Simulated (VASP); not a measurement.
TiO2:

```
Ti O
1.0
     4.59984    0.00000    0.00000
     0.00000    4.59984    0.00000
     0.00000    0.00000    2.95921
Ti O
2 4
Direct
  0.00000 0.00000 0.50000
  0.50000 0.50000 0.00000
  0.30432 0.30432 0.50000
  0.19568 0.80432 0.00000
  0.80432 0.19568 0.00000
  0.69568 0.69568 0.50000
```

The cell is a database's computed one.

Base run:

* Program: VASP 6.6.1
* Functional: LMBJ
* Potentials or basis: VASP PAW PBE potentials, release 64 (Ti_sv, O)
* Cutoff: 520 eV
* k mesh: 6 × 6 × 9
* Occupations: fermi-dirac, width 0.05 eV
* Spin: no spin polarisation

Its results: band gap on the k mesh 2.84 eV, indirect (least direct gap 2.87 eV).

Task: The run is repeated on the same cell with these changes: functional from LMBJ to r2SCAN. What comes out?

Result: Band gap on the k mesh 2.21 eV, direct.

Not every run made on this cell is shown here.
